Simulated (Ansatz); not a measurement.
# NaCl under changes of volume

One of the cells (21.478 Å³/atom); the others are scaled copies at fixed shape and fractional positions:

```
CELL_PARAMETERS angstrom
3.50219 0.00000 0.00000
0.00000 3.50219 0.00000
0.00000 0.00000 3.50219
ATOMIC_POSITIONS crystal
Cl 0.50000 0.50000 0.50000
Na 0.00000 0.00000 0.00000
```

Measurements of this composition are mostly on another form, of space group No. 225.

- Program: Ansatz 0.2.0
- Functional: PBE
- Potentials or basis: all-electron LAPW, scalar-relativistic
- Cutoff: 154 eV (chosen from the basis error)
- Basis error allowed: 0.0005 eV/atom
- k mesh: 8 × 8 × 8
- Occupations: fermi-dirac, width 0.05 eV
- Spin: no spin polarisation

```csv
volume (Å³/atom),energy over the lowest point (meV/atom),pressure (GPa),gap on the mesh (eV)
20.189,?,?,?
20.619,3.67,1.3,4.12
21.048,1.05,0.7,4.05
21.478,0.00,0.1,3.98
21.907,0.36,-0.4,3.91
22.337,1.99,-0.8,3.85
22.766,4.74,-1.2,3.79
```

Question: What does the run at 20.189 Å³/atom give?

Answer: Energy over the lowest point 8.05 meV/atom; pressure 2.0 GPa; gap on the mesh 4.20 eV.

Worked out: A Birch-Murnaghan fit of order 3 (a polynomial in V^(-2/3)) to the other rows has its minimum at 21.58 Å³/atom with B0 = V·E''(V) = 26 GPa and B' = 4.6. It gives 8.06 meV/atom at 20.189 Å³/atom, against the run's 8.05, and -dE/dV = 2.0 GPa, against 2.0. A straight line through the other rows of the gap, of slope -3.35 eV per unit of ln V, extrapolates to 4.19 eV, against the run's 4.20.

Energies are extrapolated to zero smearing.

A mesh can miss the band edges.
